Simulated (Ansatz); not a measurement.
The system is MgSi.

```
Si Mg
1.0
     2.90839    0.00000    0.00000
     0.00000    2.90839    0.00000
     0.00000    0.00000    4.10343
Si Mg
1 1
Direct
  0.50000 0.50000 0.50000
  0.00000 0.00000 0.00000
```

The cell comes from a database or a generator and needn't be the stable form of this composition.

Base run:

| Item | Value |
| --- | --- |
| Program | Ansatz 0.2.0 |
| Functional | PBEsol |
| Potentials or basis | all-electron PAW datasets made for the crystal |
| Cutoff | 160 eV |
| Density cutoff | 640 eV |
| k mesh | 9 × 9 × 7 |
| Occupations | fermi-dirac, width 0.05 eV |
| Spin | no spin polarisation |

Its results: band gap on the k mesh none (metal or under the smearing width); pressure -1.5 GPa.

Q: The run is repeated on the same cell with these changes: k mesh from 9 × 9 × 7 to 6 × 6 × 6. What comes out?

A: Band gap on the k mesh none (metal or under the smearing width); pressure -0.8 GPa.

Caveats: some runs use coarse meshes; the program warned that the printed levels may be off, so bands, gaps and densities of states are rough (some runs); the k mesh is thin for a metal, which can move the energy by tens of meV per atom (some runs).

Not every run made on this cell is shown here.
